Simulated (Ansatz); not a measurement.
I:

```
I
1.0
     2.53835   -3.70662    0.00000
     2.53835    3.70662    0.00000
    -1.62087    0.00000    2.38110
I
1
Direct
  0.50000 0.50000 0.50000
```

* Program: Ansatz 0.2.0
* Task: relaxation of cell and atoms
* Functional: RPBE
* Potentials or basis: all-electron LAPW, scalar-relativistic
* Basis error allowed: 0.001 eV/atom
* k mesh: 7 × 7 × 11
* Occupations: fermi-dirac, width 0.05 eV
* Spin: no spin polarisation

At the start: volume 44.81 Å³/atom.

Q: Where does the relaxation end?

A: Over 11 steps the energy falls by 114.1 meV/atom and the volume is 79.29 Å³/atom (+77.0 %); space group Immm (No. 71, to 0.05 Å).

The path:
```csv
step,energy change (eV),largest force (eV/Å),volume (Å³)
1,0.0000,0.0000,44.81
2,-0.0465,0.0000,49.75
3,-0.0729,0.0000,54.23
4,-0.0912,0.0000,58.55
5,-0.1027,0.0000,63.08
6,-0.1093,0.0000,67.80
7,-0.1127,0.0000,72.61
8,-0.1139,0.0000,76.82
9,-0.1140,0.0000,78.70
10,-0.1140,0.0000,79.29
11,-0.1141,0.0000,79.29
```

Final structure:
```
CELL_PARAMETERS angstrom
3.04647 -5.02200 0.30473
3.04647 5.02200 0.30473
-1.65949 0.00000 2.42543
ATOMIC_POSITIONS crystal
I 0.50000 0.50000 0.50000
```

Caveat: the volume moved by over 15 % at a fixed basis, so the end points are rough; an odd number of electrons without spin polarisation forces a metal; a magnetic or distorted state may lie lower.
